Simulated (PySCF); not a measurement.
## Propanoic Acid: full NMR table

- Formula: C3H6O2
- SMILES: CCC(=O)O
- InChI: InChI=1S/C3H6O2/c1-2-3(4)5/h2H2,1H3,(H,4,5)
- Degrees of unsaturation: 1
- Carbon signals: 3
- Proton signals: 3

Structure with atom numbers: `[CH3:1][CH2:2][C:3](=[O:4])[OH:5]`. Each H is labelled by its parent atom.

Computed data (PySCF 2.14): GIAO B3LYP/pcSseg-2 shieldings, spin–spin couplings from B3LYP/pcJ-1 (without the spin–dipole term), geometry: PBE0-D3(BJ)/def2-SVP. A single conformation, no solvent, averaged over atoms made equivalent by symmetry, fast rotation or ring inversion, relativity neglected.

Referencing at the same level of theory: TMS for $^{1}$H (σ = 31.39 ppm) and $^{13}$C (σ = 179.19 ppm); $^{17}$O (σ = 325.85 ppm) against H2O.

| carbon | δC, type | δH (multiplicity, J in Hz) | HMBC from (abs. J ≥ 3 Hz) | span of the C tensor (ppm) |
| --- | --- | --- | --- | --- |
| C1 | 10.4, CH3 | 1.08 (t, 8.5) | H(C2) | 16 |
| C2 | 28.7, CH2 | 2.37 (q, 8.5) | H(C1) | 38 |
| C3 | 183.7, C | – | H(C2), H(C1) | 176 |

Other nuclei:
```json
{"atoms": "H(O5)", "nucleus": "$^{1}$H", "environment": "hydrogen on an acid hydroxyl oxygen", "δ (ppm)": "5.77", "σ (ppm)": "25.62"}
{"atoms": "O4", "nucleus": "$^{17}$O", "environment": "carbonyl oxygen", "δ (ppm)": "425.8", "σ (ppm)": "-99.9"}
{"atoms": "O5", "nucleus": "$^{17}$O", "environment": "acid hydroxyl oxygen", "δ (ppm)": "208.0", "σ (ppm)": "117.9"}
```

Selected couplings (Hz, signed; the shortest-range and largest first, 30 at most; isotopes $^{13}$C, $^{1}$H): $^{1}J$(C1,H(C1)) 134.8, $^{1}J$(C2,H(C2)) 131.4, $^{1}J$(C2,C3) 58.8, $^{1}J$(C1,C2) 40.3, $^{3}J$(H(C1),H(C2)) 8.5.

Carbon types of the structure: 1 × C, 1 × CH2, 1 × CH3, leaving 1 H on heteroatoms. δC 183.7: carboxylic acid carbon; lone-pair donation from the attached heteroatom keeps it upfield of a ketone carbonyl. δC 28.7: sp3 CH2 α to a carbonyl; α to the electron-withdrawing carbonyl group. δC 10.4: methyl carbon; saturated and bonded to C and H only. δH 5.77: hydrogen on an acid hydroxyl oxygen; exchangeable, gas-phase position. δH 2.37: hydrogen on an sp3 CH2 α to a carbonyl; α to C=O. The protons at 1.08 and 2.37 share a coupling of 8.5 Hz (vicinal).

OH and NH positions are those of a molecule without intermolecular hydrogen bonds; in solution they move with solvent, concentration and temperature, and exchange usually removes their couplings. Multiplet labels drop couplings under 1 Hz and merge nearly equal ones. Unscaled 3J(H,H) at this level run about 10 % above measured values. Shifts are as computed. Against solution values, carbons near 30 ppm lie about +3 ppm off and those near 130 ppm about +8 ppm. Of 1211 compounds with measured shifts, 218 miss one by over three times the rms of a fit or turn the order of signals round; such compounds aren't used in these exercises. In solution the two oxygens of a carboxylic acid exchange roles by proton transfer and give one 17O line. Hydrogen bonding in solution shields acid and N–H amide carbonyl oxygens by tens of ppm. The C=O carbon of an acid or of an amide with N–H lies up to 10 ppm further downfield in solution, through hydrogen bonding that the calculation lacks. Unscaled 17O shifts of doubly bonded oxygen tend to come out too high, by tens of ppm or more. Experimental scales use liquid or dissolved standards, which lie at an offset from isolated H2O (liquid H2O: subtract about 36 ppm).
